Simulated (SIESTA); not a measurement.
The system is ZnO (zincite).

```
Zn O
1.0
     3.24931    0.00000    0.00000
    -1.62465    2.81398    0.00000
     0.00000    0.00000    5.20571
Zn O
2 2
Direct
  0.66667 0.33333 0.00000
  0.33333 0.66667 0.50000
  0.33333 0.66667 0.87901
  0.66667 0.33333 0.37901
```

* Program: SIESTA 5.4.2
* Task: single point
* Functional: PBE
* Potentials or basis: PseudoDojo 0.4 standard (PBE files)
* Basis: DZP (energy shift 0.002 Ry)
* Grid cutoff: 800 Ry
* Energy shift: 0.002 Ry
* k mesh: 9 × 9 × 5
* Occupations: fermi-dirac, width 0.05 eV
* Spin: no spin polarisation

On this cell: pressure 6.4 GPa; largest force 0.129 eV/Å; band gap on the k mesh 1.16 eV, direct.

The same run follows on a disturbed copy (atoms moved at random, drawn with an rms of 0.05 Å):

```
CELL_PARAMETERS angstrom
3.24931 0.00000 0.00000
-1.62465 2.81398 0.00000
0.00000 0.00000 5.20571
ATOMIC_POSITIONS crystal
Zn 0.66956 0.34131 0.99236
Zn 0.31933 0.65159 0.51416
O 0.33169 0.67654 0.88788
O 0.68061 0.33513 0.38486
```

Q: What changes?

A: The energy moves by +20.6 meV/atom; pressure 7.1 GPa; largest force 1.169 eV/Å; band gap on the k mesh 1.11 eV, direct.

Forces in eV/Å, atoms in the order of the input:
```
Zn  -0.170  0.023  0.934
Zn   0.580  0.405 -0.931
O    0.225 -0.051  0.092
O   -0.635 -0.377 -0.095
```

Stress tensor (GPa, compression positive):
```
8.61 2.57 0.92
2.57 6.60 1.10
0.92 1.10 6.03
```

Caveats: semicore shells carry a single zeta, which can move pressures by several GPa and volumes by a few percent; the valence orbitals were made in a potential fitted to the semicore shell under them, which widens gaps by tenths of an eV or more; the basis of atomic orbitals isn't converged, which shifts pressures, moduli and gaps.

